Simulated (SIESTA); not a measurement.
InP under changes of volume

One of the cells (25.670 Å³/atom); the others are scaled copies at fixed shape and fractional positions:

```
CELL_PARAMETERS angstrom
0.00000 2.94991 2.94991
2.94991 0.00000 2.94991
2.94991 2.94991 0.00000
ATOMIC_POSITIONS crystal
In 0.00000 0.00000 0.00000
P 0.75000 0.75000 0.75000
```

```yaml
Program: SIESTA 5.4.2
Functional: PBEsol
Potentials_or_basis: PseudoDojo 0.4 standard (PBEsol files)
Basis: DZP (energy shift 0.003 Ry; two zetas on semicore shells)
Grid_cutoff: 500 Ry
Energy_shift: 0.003 Ry
k_mesh: 8 × 8 × 8
Occupations: fermi-dirac, width 0.05 eV
Spin: no spin polarisation
```

| volume (Å³/atom) | energy over the lowest point (meV/atom) | pressure (GPa) | gap on the mesh (eV) |
| --- | --- | --- | --- |
| 23.657 | 33.16 | 6.1 | 1.16 |
| 24.160 | 16.95 | 4.2 | 1.03 |
| 24.663 | 6.38 | 2.5 | 0.90 |
| 25.670 | 0.00 | -0.4 | 0.65 |
| 26.173 | ? | ? | ? |
| 26.677 | 10.13 | -2.7 | 0.42 |

**Question.** What does the run at 26.173 Å³/atom give?

**Answer.** Energy over the lowest point 3.24 meV/atom; pressure -1.6 GPa; gap on the mesh 0.54 eV.

Worked out: A Birch-Murnaghan fit of order 3 (a polynomial in V^(-2/3)) to the other rows has its minimum at 25.52 Å³/atom with B0 = V·E''(V) = 68 GPa and B' = 4.4. It gives 3.21 meV/atom at 26.173 Å³/atom, against the run's 3.24, and -dE/dV = -1.6 GPa, against -1.6. A straight line through the other rows of the gap, of slope -6.18 eV per unit of ln V (its deformation potential), gives 0.53 eV, against the run's 0.54.

Energies are extrapolated to zero smearing.

Caveats: spin-orbit coupling is left out, which moves the levels of the heavy elements; the basis of atomic orbitals isn't converged, which shifts pressures, moduli and gaps.

A mesh can miss the band edges.
